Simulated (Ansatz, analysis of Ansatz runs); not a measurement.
# Local vibrational mode of the B-H pair in alpha-quartz (LDA)

Aim: the local vibrational mode of the B-H pair in alpha-quartz, to be set beside the measurement. Set-up: LDA, 72-site cell, LDA lattice, 420 eV, k: the single point 1/4 1/4 1/4. The model is a cell of 72 host atoms with B put on another atom's site and H put in between. The frequencies come from force constants among the defect atom and its neighbours, with the masses of the isotopes named. A local or semilocal functional is the cheapest first rung.

**The experiment.** O-H stretch, 1H: 3595 cm⁻¹ at 300 K, by diffuse reflectance FTIR with peak fitting (“Structural evolution of water and hydroxyl groups during thermal, mechanical and chemical treatment of high purity natural quartz”, 2020, pmc:9055915). The calculation is set beside it at the end.

Main program and level: Ansatz 0.2.0; plane-wave PAW DFT, LDA; relaxation of all atoms of a defect supercell.

**1. Set-up**

The cell holds 73 atoms: 23 Si, 48 O, 1 B and 1 H. Its edges and angles: a = 9.736 Å, b = 9.736 Å, c = 10.733 Å, α = 90.0°, β = 90.0°, γ = 120.0°. It derives from SiO2 (space group P3_221). Nearest the centre at fractional (0.249, 0.230, 0.471): H73 at 0.43 Å, B12 at 0.90 Å, O4 at 1.42 Å, O16 at 1.79 Å, O15 at 1.81 Å, O9 at 1.82 Å, Si1 at 2.62 Å, Si19 at 3.09 Å.

The host's primitive cell comes from a first run (plane-wave PAW DFT, LDA; relaxation of the host's cell and atoms): vectors of 4.868, 4.868 and 5.367 Å. That is 12.24 Å³ an atom, 2.7 % under the diffraction cell's volume. The supercell is built on it.

**2. Relaxation, charge 0**

Every later number rests on the structure around the defect, so the atoms are relaxed at the host's lattice first.

Contents of relax/input.yaml:

```yaml
relax:
  f_tol: 0.01
  max_steps: 80
  random_displacement: { amplitude: 0.02, seed: 618 }
crystal:
  lattice:
    - [9.73644242, 0.0, 0.0]
    - [-4.86822121, 8.43200648, 0.0]
    - [0.0, 0.0, 10.73317395]
  atoms:
    - { symbol: Si, position: [0.232486103, 0.0, 0.333333333] }
    - { symbol: Si, position: [0.0, 0.232486103, 0.166666667] }
    - { symbol: Si, position: [0.267513897, 0.267513897, 0.0] }
    - { symbol: O, position: [0.196477102, 0.117311684, 0.372788503] }
    - { symbol: O, position: [0.362123816, 0.067743121, 0.222873638] }
    - { symbol: O, position: [0.432256879, 0.294380694, 0.056206971] }
    - { symbol: O, position: [0.137876184, 0.205619306, 0.110459696] }
    - { symbol: O, position: [0.067743121, 0.362123816, 0.277126362] }
    - { symbol: O, position: [0.294380694, 0.432256879, 0.443793029] }
    - { symbol: Si, position: [0.232486103, 0.0, 0.833333333] }
    - { symbol: Si, position: [0.0, 0.232486103, 0.666666667] }
    - { symbol: B, position: [0.283966623, 0.304527625, 0.530149516] }
    - { symbol: O, position: [0.205619306, 0.137876184, 0.889540304] }
    - { symbol: O, position: [0.362123816, 0.067743121, 0.722873638] }
    - { symbol: O, position: [0.432256879, 0.294380694, 0.556206971] }
    - { symbol: O, position: [0.137876184, 0.205619306, 0.610459696] }
    - { symbol: O, position: [0.067743121, 0.362123816, 0.777126362] }
    - { symbol: O, position: [0.294380694, 0.432256879, 0.943793029] }
    - { symbol: Si, position: [0.232486103, 0.5, 0.333333333] }
    - { symbol: Si, position: [0.0, 0.732486103, 0.166666667] }
    - { symbol: Si, position: [0.267513897, 0.767513897, 0.0] }
    - { symbol: O, position: [0.205619306, 0.637876184, 0.389540304] }
    - { symbol: O, position: [0.362123816, 0.567743121, 0.222873638] }
    - { symbol: O, position: [0.432256879, 0.794380694, 0.056206971] }
    - { symbol: O, position: [0.137876184, 0.705619306, 0.110459696] }
    - { symbol: O, position: [0.067743121, 0.862123816, 0.277126362] }
    - { symbol: O, position: [0.294380694, 0.932256879, 0.443793029] }
    - { symbol: Si, position: [0.232486103, 0.5, 0.833333333] }
    - { symbol: Si, position: [0.0, 0.732486103, 0.666666667] }
    - { symbol: Si, position: [0.267513897, 0.767513897, 0.5] }
    - { symbol: O, position: [0.205619306, 0.637876184, 0.889540304] }
    - { symbol: O, position: [0.362123816, 0.567743121, 0.722873638] }
    - { symbol: O, position: [0.432256879, 0.794380694, 0.556206971] }
    - { symbol: O, position: [0.137876184, 0.705619306, 0.610459696] }
    - { symbol: O, position: [0.067743121, 0.862123816, 0.777126362] }
    - { symbol: O, position: [0.294380694, 0.932256879, 0.943793029] }
    - { symbol: Si, position: [0.732486103, 0.0, 0.333333333] }
    - { symbol: Si, position: [0.5, 0.232486103, 0.166666667] }
    - { symbol: Si, position: [0.767513897, 0.267513897, 0.0] }
    - { symbol: O, position: [0.705619306, 0.137876184, 0.389540304] }
    - { symbol: O, position: [0.862123816, 0.067743121, 0.222873638] }
    - { symbol: O, position: [0.932256879, 0.294380694, 0.056206971] }
    - { symbol: O, position: [0.637876184, 0.205619306, 0.110459696] }
    - { symbol: O, position: [0.567743121, 0.362123816, 0.277126362] }
    - { symbol: O, position: [0.794380694, 0.432256879, 0.443793029] }
    - { symbol: Si, position: [0.732486103, 0.0, 0.833333333] }
    - { symbol: Si, position: [0.5, 0.232486103, 0.666666667] }
    - { symbol: Si, position: [0.767513897, 0.267513897, 0.5] }
    - { symbol: O, position: [0.705619306, 0.137876184, 0.889540304] }
    - { symbol: O, position: [0.862123816, 0.067743121, 0.722873638] }
    - { symbol: O, position: [0.932256879, 0.294380694, 0.556206971] }
    - { symbol: O, position: [0.637876184, 0.205619306, 0.610459696] }
    - { symbol: O, position: [0.567743121, 0.362123816, 0.777126362] }
    - { symbol: O, position: [0.794380694, 0.432256879, 0.943793029] }
    - { symbol: Si, position: [0.732486103, 0.5, 0.333333333] }
    - { symbol: Si, position: [0.5, 0.732486103, 0.166666667] }
    - { symbol: Si, position: [0.767513897, 0.767513897, 0.0] }
    - { symbol: O, position: [0.705619306, 0.637876184, 0.389540304] }
    - { symbol: O, position: [0.862123816, 0.567743121, 0.222873638] }
    - { symbol: O, position: [0.932256879, 0.794380694, 0.056206971] }
    - { symbol: O, position: [0.637876184, 0.705619306, 0.110459696] }
    - { symbol: O, position: [0.567743121, 0.862123816, 0.277126362] }
    - { symbol: O, position: [0.794380694, 0.932256879, 0.443793029] }
    - { symbol: Si, position: [0.732486103, 0.5, 0.833333333] }
    - { symbol: Si, position: [0.5, 0.732486103, 0.666666667] }
    - { symbol: Si, position: [0.767513897, 0.767513897, 0.5] }
    - { symbol: O, position: [0.705619306, 0.637876184, 0.889540304] }
    - { symbol: O, position: [0.862123816, 0.567743121, 0.722873638] }
    - { symbol: O, position: [0.932256879, 0.794380694, 0.556206971] }
    - { symbol: O, position: [0.637876184, 0.705619306, 0.610459696] }
    - { symbol: O, position: [0.567743121, 0.862123816, 0.777126362] }
    - { symbol: O, position: [0.794380694, 0.932256879, 0.943793029] }
    - { symbol: H, position: [0.233551, 0.194057, 0.441983] }
basis:
  ecutwfc: 420
  xc_grid: 2
hamiltonian:
  xc: lda
kpoints:
  mp_grid: { grid: [1, 1, 1], shift: [0.25, 0.25, 0.25] }
scf:
  occupations: { method: fermi_dirac, width: 0.01 }
  max_iter: 120
output:
  forces: true
checkpoint:
  write: "../relax.run"
  compress: false
  write_wavefunctions: true
  write_every: 100000
```

Run with:

```
$ ansatz run input.yaml --threads 2 --pin off --max-ram 3768MiB --backend cpu --events-out ev --progress --plain --runs-dir out
```

Numbers of over 12 decimals in the logs are rounded to 6 here.

Output:

```text
[... repeated set-up lines and file paths are left out, and long positions are rounded to six places ...]
Engine: ansatz 0.2.0, aarch64-unknown-linux-gnu
Pseudopotentials: kind: paw
Pseudopotential: Si, paw, valence charge 4, recommended cutoff 420 eV (normal), Si.paw.azcp
Pseudopotential: O, paw, valence charge 6, recommended cutoff 420 eV (normal), O.paw.azcp
Pseudopotential: B, paw, valence charge 3, recommended cutoff 420 eV (normal), B.paw.azcp
Pseudopotential: H, paw, valence charge 1, recommended cutoff 420 eV (normal), H.paw.azcp
Functional definition: SPW92
  exchange = slater_x
  correlation = pw_c
Crystal: 73 atoms, lattice volume = 881.169 Å³
Basis set: ecut = 420 eV, 17231 PW (Γ), exchange–correlation on 144×144×144 points (8 copies of the dense FFT grid, shifted against one another)
Bands: 265, of which v1, the nominal top of the filled ones, is band 192 counted from 1 (191 counted from 0)
Symmetry: 1 space group operations
k-points: 1
Non-local potential: Si, projectors of the file, l = 0: 2, l = 1: 2, l = 2: 2
Non-local potential: O, projectors of the file, l = 0: 2, l = 1: 2, l = 2: 1
Non-local potential: B, projectors of the file, l = 0: 2, l = 1: 2, l = 2: 1
Non-local potential: H, projectors of the file, l = 0: 2, l = 1: 1
PAW form: soft (Blöchl's): semilocal exchange-correlation on the pseudo side does not see the compensation charge
PAW frozen core: Si, regenerated for the run's functional, and the local potential with it (the file was generated under x = pbe(κ = 0.804, μ = 0.219515), c = pbe(β = 0.066725))
PAW frozen core: O, regenerated for the run's functional, and the local potential with it (the file was generated under x = pbe(κ = 0.804, μ = 0.219515), c = pbe(β = 0.066725))
PAW frozen core: B, regenerated for the run's functional, and the local potential with it (the file was generated under x = pbe(κ = 0.804, μ = 0.219515), c = pbe(β = 0.066725))
PAW one-centre angular grid: Si, 110 points (default); XC on 64 Gauss nodes
PAW one-centre angular grid: O, 110 points (default); XC on 64 Gauss nodes
PAW one-centre angular grid: B, 110 points (default); XC on 64 Gauss nodes
PAW one-centre angular grid: H, 110 points (default); XC on 64 Gauss nodes
Initial density: superposition of atomic densities (neutral atoms: chi_scale 0, normalization atom), corrected by the library's trained network
Initial wavefunctions: pseudopotential atomic-orbital guess
Functional: x = slater, c = lda
SCF iter   1: F=—  HF=-40896.648338 eV  |F-HF|=—  |Δ(HF+E_count)|=         —  Δρ=1.40e-2  dr2=1.61e0  ethr=1.77e-3  ⟨swp⟩=6.0  Hψ=1187  notcnv=0  defer=29
preconditioner: auto → Resta (q_TF=auto, 2.376 Å⁻¹)  ε∞=3.2  [insulator: Δε(μ)=4.273 eV  Ē_g=16.571 eV  σ=0.010 eV  W_gap=1.00  n_scr=212 (ndim 8)  ℏωp=24.5 eV  f_vac=0.099  D(μ)=0.00/eV (n_scr^D=0)  ε∞_Penn≈3.2]
SCF iter   2: F=—  HF=-40896.193064 eV  |F-HF|=—  |Δ(HF+E_count)|=   4.55e-1  Δρ=3.90e-3  dr2=8.21e-2  ethr=4.18e-4  ⟨swp⟩=2.0  Hψ=454  notcnv=0  defer=68
SCF iter   3: F=—  HF=-40896.172001 eV  |F-HF|=—  |Δ(HF+E_count)|=   2.11e-2  Δρ=1.85e-3  dr2=2.61e-2  ethr=2.14e-5  ⟨swp⟩=3.0  Hψ=347  notcnv=0  defer=68
SCF iter   4: F=—  HF=-40896.164389 eV  |F-HF|=—  |Δ(HF+E_count)|=   7.61e-3  Δρ=7.64e-4  dr2=4.10e-3  ethr=6.81e-6  ⟨swp⟩=3.0  Hψ=399  notcnv=0  defer=68
SCF iter   5: F=—  HF=-40896.163539 eV  |F-HF|=—  |Δ(HF+E_count)|=   8.50e-4  Δρ=1.92e-4  dr2=3.72e-4  ethr=1.07e-6  ⟨swp⟩=3.0  Hψ=393  notcnv=0  defer=68
SCF iter   6: F=—  HF=-40896.163372 eV  |F-HF|=—  |Δ(HF+E_count)|=   1.66e-4  Δρ=5.77e-5  dr2=2.88e-5  ethr=9.68e-8  ⟨swp⟩=2.0  Hψ=454  notcnv=0  defer=68
SCF iter   7: F=—  HF=-40896.163372 eV  |F-HF|=—  |Δ(HF+E_count)|=   5.78e-8  Δρ=3.09e-5  dr2=6.52e-6  ethr=7.49e-9  ⟨swp⟩=2.0  Hψ=389  notcnv=0  defer=68
SCF iter   8: F=-40896.163371 eV  HF=-40896.163371 eV  |F-HF|=1.98e-9  |Δ(HF+E_count)|=   1.09e-6  Δρ=6.97e-6  dr2=3.66e-7  ethr=6.51e-10  ⟨swp⟩=4.0  Hψ=797  notcnv=0
SCF 1 converged in 8 iterations: F = -40896.163371 eV  dr2 = 3.66e-7
  greatest PAW one-centre occupation: 0.874 electrons in one spin orbital (limit 2), on the O atom at site 3 (counted from 0), in its partial waves of l = 0
relax step   1: F+E_penalty+E_count = -40896.16337120 eV  Δ(F+E_penalty+E_count) = +0.000e0 eV  max|allowed force component| = 6.904e0 eV/Å  Δτ_max = 0.0000 Å  (8 SCF iters, dr2 threshold 2.50e-6 eV, accepted)
[... the SCF cycles and remarks between the steps are left out from here to the last step ...]
relax step   2: F+E_penalty+E_count = -40898.71497158 eV  Δ(F+E_penalty+E_count) = -2.552e0 eV  max|allowed force component| = 3.372e0 eV/Å  Δτ_max = 0.1816 Å  (6 SCF iters, dr2 threshold 1.00e-4 eV, accepted)
relax step   3: F+E_penalty+E_count = -40899.77506877 eV  Δ(F+E_penalty+E_count) = -1.060e0 eV  max|allowed force component| = 1.312e0 eV/Å  Δτ_max = 0.2000 Å  (6 SCF iters, dr2 threshold 1.00e-4 eV, accepted)
relax step   4: F+E_penalty+E_count = -40899.94777888 eV  Δ(F+E_penalty+E_count) = -1.727e-1 eV  max|allowed force component| = 1.506e0 eV/Å  Δτ_max = 0.2000 Å  (6 SCF iters, dr2 threshold 1.00e-4 eV, accepted)
relax step   5: F+E_penalty+E_count = -40900.06319380 eV  Δ(F+E_penalty+E_count) = -1.154e-1 eV  max|allowed force component| = 2.690e-1 eV/Å  Δτ_max = 0.1330 Å  (5 SCF iters, dr2 threshold 1.00e-4 eV, accepted)
relax step   6: F+E_penalty+E_count = -40900.16608951 eV  Δ(F+E_penalty+E_count) = -1.029e-1 eV  max|allowed force component| = 3.905e-1 eV/Å  Δτ_max = 0.2000 Å  (6 SCF iters, dr2 threshold 4.52e-6 eV, accepted)
relax step   7: F+E_penalty+E_count = -40900.24818305 eV  Δ(F+E_penalty+E_count) = -8.209e-2 eV  max|allowed force component| = 5.582e-1 eV/Å  Δτ_max = 0.1945 Å  (5 SCF iters, dr2 threshold 9.53e-6 eV, accepted)
relax step   8: F+E_penalty+E_count = -40900.32988991 eV  Δ(F+E_penalty+E_count) = -8.171e-2 eV  max|allowed force component| = 1.773e0 eV/Å  Δτ_max = 0.1953 Å  (5 SCF iters, dr2 threshold 1.00e-4 eV, accepted)
relax step   9: F+E_penalty+E_count = -40900.46689801 eV  Δ(F+E_penalty+E_count) = -1.370e-1 eV  max|allowed force component| = 3.688e-1 eV/Å  Δτ_max = 0.2000 Å  (5 SCF iters, dr2 threshold 1.00e-4 eV, accepted)
relax step  10: F+E_penalty+E_count = -40900.50832155 eV  Δ(F+E_penalty+E_count) = -4.142e-2 eV  max|allowed force component| = 3.463e-1 eV/Å  Δτ_max = 0.2000 Å  (6 SCF iters, dr2 threshold 8.50e-6 eV, accepted)
relax step  11: F+E_penalty+E_count = -40900.51247985 eV  Δ(F+E_penalty+E_count) = -4.158e-3 eV  max|allowed force component| = 5.736e-1 eV/Å  Δτ_max = 0.2000 Å  (7 SCF iters, dr2 threshold 7.49e-6 eV, accepted)
relax step  12: F+E_penalty+E_count = -40900.56693194 eV  Δ(F+E_penalty+E_count) = -5.445e-2 eV  max|allowed force component| = 1.744e-1 eV/Å  Δτ_max = 0.2000 Å  (5 SCF iters, dr2 threshold 1.00e-4 eV, accepted)
relax step  13: F+E_penalty+E_count = -40900.58423819 eV  Δ(F+E_penalty+E_count) = -1.731e-2 eV  max|allowed force component| = 1.214e-1 eV/Å  Δτ_max = 0.1747 Å  (6 SCF iters, dr2 threshold 2.81e-6 eV, accepted)
relax step  14: F+E_penalty+E_count = -40900.59404675 eV  Δ(F+E_penalty+E_count) = -9.809e-3 eV  max|allowed force component| = 8.854e-2 eV/Å  Δτ_max = 0.0838 Å  (7 SCF iters, dr2 threshold 1.36e-6 eV, accepted)
relax step  15: F+E_penalty+E_count = -40900.59541868 eV  Δ(F+E_penalty+E_count) = -1.372e-3 eV  max|allowed force component| = 3.360e-2 eV/Å  Δτ_max = 0.0319 Å  (5 SCF iters, dr2 threshold 3.80e-6 eV, accepted)
relax step  16: F+E_penalty+E_count = -40900.59544867 eV  Δ(F+E_penalty+E_count) = -2.998e-5 eV  max|allowed force component| = 3.404e-2 eV/Å  Δτ_max = 0.0023 Å  (4 SCF iters, dr2 threshold 1.63e-7 eV, accepted)
relax step  17: F+E_penalty+E_count = -40900.59570834 eV  Δ(F+E_penalty+E_count) = -2.597e-4 eV  max|allowed force component| = 6.533e-2 eV/Å  Δτ_max = 0.0110 Å  (6 SCF iters, dr2 threshold 1.67e-7 eV, accepted)
relax step  18: F+E_penalty+E_count = -40900.59583052 eV  Δ(F+E_penalty+E_count) = -1.222e-4 eV  max|allowed force component| = 8.477e-3 eV/Å  Δτ_max = 0.0031 Å  (4 SCF iters, dr2 threshold 4.27e-6 eV, accepted)
iter 1 solved again at ethr=1.88e-10 eV; its pass at ethr=3.10e-3 eV (dr2=7.21e-7 eV) is discarded
SCF iter   1: F=—  HF=-40900.595831 eV  |F-HF|=—  |Δ(HF+E_count)|=         —  Δρ=1.32e-5  dr2=7.20e-7  ethr=1.88e-10  ⟨swp⟩=1.0  Hψ=736  notcnv=0  defer=66
SCF iter   2: F=—  HF=-40900.595831 eV  |F-HF|=—  |Δ(HF+E_count)|=   5.01e-8  Δρ=6.27e-6  dr2=1.98e-7  ethr=1.88e-10  ⟨swp⟩=2.0  Hψ=320  notcnv=0  defer=66
SCF iter   3: F=-40900.595831 eV  HF=-40900.595831 eV  |F-HF|=2.62e-8  |Δ(HF+E_count)|=   3.12e-8  Δρ=2.53e-6  dr2=4.78e-8  ethr=2.60e-11  ⟨swp⟩=5.0  Hψ=792  notcnv=0
SCF 19 converged in 3 iterations: F = -40900.595831 eV  dr2 = 4.78e-8
relax step  19: F+E_penalty+E_count = -40900.59583061 eV  Δ(F+E_penalty+E_count) = -8.733e-8 eV  max|allowed force component| = 8.439e-3 eV/Å  Δτ_max = 0.0000 Å  (3 SCF iters, accepted)
NSCF: frozen V_eff on 1 k-points
the band table was solved once a step of the walk had ended and its energy, with any forces and stress, was formed, with the checks that follow a solve (1270 applications of the Hamiltonian). They found nothing against the state; [...]
SCF converged after 3 iterations
Free energy (F): -40900.595831 eV
Harris-Foulkes:  -40900.595831 eV  (|F-HF|=2.62e-8)
Internal energy: -40900.595831 eV  (E = F + TS)
E sigma→0 (E₀):  -40900.595831 eV
Fermi energy:    5.741475 eV
--- Per-component energies (eV) ---
  E_band       = -1686.315970
  E_kinetic    = 9630.069160
  E_local      = -23199.058754  (includes V_loc(G=0)·N_el)
  E_nonlocal   = 3003.232037
  E_hartree    = 8214.909854
  E_xc         = -4805.252094
  E_vxc        = -5642.078339  (∫ρ·V_xc dr)
  E_paw        = -18379.571703  (= ΣΔE_a)
  E_vpaw       = -1908.426926  (= ΣTr[D̂ρ^β])
  E_aug_tail   = 0.126179  (compensation charges beyond the density's cutoff)
  E_ewald      = -15371.688182
  E_core_change = 6.637672  (= ΣΔE_core)
  E_smearing   = -0.000000  (= −TS)
  E_closure    = 0.000000  (closes the sum)
  Σ components = -40900.595831   (vs F -40900.595831, Δ=0.00e0)
--- Forces (eV/Å), atoms counted from 1 ---
  atom   1  Si     0.00174362    -0.00321396     0.00191118
  atom   2  Si    -0.00131055    -0.00070875    -0.00194222
  [... 1 atom left out ...]
  atom   4  O      0.00195614     0.00180732    -0.00344659
  [... 4 atoms left out ...]
  atom   9  O     -0.00106548    -0.00498195     0.00074931
  [... 2 atoms left out ...]
  atom  12  B      0.00252375    -0.00140134     0.00656288
  [... 2 atoms left out ...]
  atom  15  O     -0.00589187    -0.00109856    -0.00072940
  atom  16  O      0.00753968     0.00359965    -0.00843913
  [... 2 atoms left out ...]
  atom  19  Si     0.00005484     0.00116482     0.00128100
  [... 7 atoms left out ...]
  atom  27  O     -0.00274118     0.00159539    -0.00173569
  [... 19 atoms left out ...]
  atom  47  Si    -0.00378729     0.00102789    -0.00228628
  [... 25 atoms left out ...]
  atom  73  H     -0.00006278    -0.00385879     0.00070578
  max |Σ_I F_I| component: 2.18e-5 eV/Å
--- Band table (eV) ---
  k-point 0: bands = ["-16.7043", "-16.5414", "-16.4997", "-16.4492", [... 257 left out ...] "14.1698", "14.1976", "14.2682", "14.3221"]
--- Relaxed structure (19 steps of the walk, 19 accepted, 0 SCFs on fresh bases) ---
  F+E_penalty+E_count = -40900.59583061 eV   max|allowed force component| = 8.439e-3 eV/Å
  atoms:
    - { symbol: Si, position: [0.219852, -0.010878, 0.334073] }
    - { symbol: Si, position: [0.001311, 0.240186, 0.167260] }
    [... 1 atom left out ...]
    - { symbol: O, position: [0.166477, 0.111123, 0.387770] }
    [... 4 atoms left out ...]
    - { symbol: O, position: [0.299160, 0.424404, 0.451600] }
    [... 2 atoms left out ...]
    - { symbol: B, position: [0.284339, 0.309507, 0.532502] }
    [... 2 atoms left out ...]
    - { symbol: O, position: [0.415548, 0.296086, 0.555060] }
    - { symbol: O, position: [0.154634, 0.230392, 0.609392] }
    [... 2 atoms left out ...]
    - { symbol: Si, position: [0.238882, 0.493122, 0.342179] }
    [... 7 atoms left out ...]
    - { symbol: O, position: [0.290227, 0.928480, 0.443486] }
    [... 19 atoms left out ...]
    - { symbol: Si, position: [0.489210, 0.235486, 0.661795] }
    [... 25 atoms left out ...]
    - { symbol: H, position: [0.054418, 0.060203, 0.414119] }
```

It took 5 min on 2 threads of Arm Neoverse V2, shared host; peak memory 1.5 GiB.

[end of part 1 of 2]

[Logs are printed without paths, hosts, clocks, repeated set-up lines and the standing remarks that a program may print on its own settings, such as how far it seeks lower states.]

[Hosts, paths, dates, database ids (printed as entryN), source tags and the programs' standing remarks are cut or masked in the printed files.]

[For some hosts the program warned that the k-mesh of the response run may be too coarse for force constants and the static dielectric constant; such warnings are not shown here.]
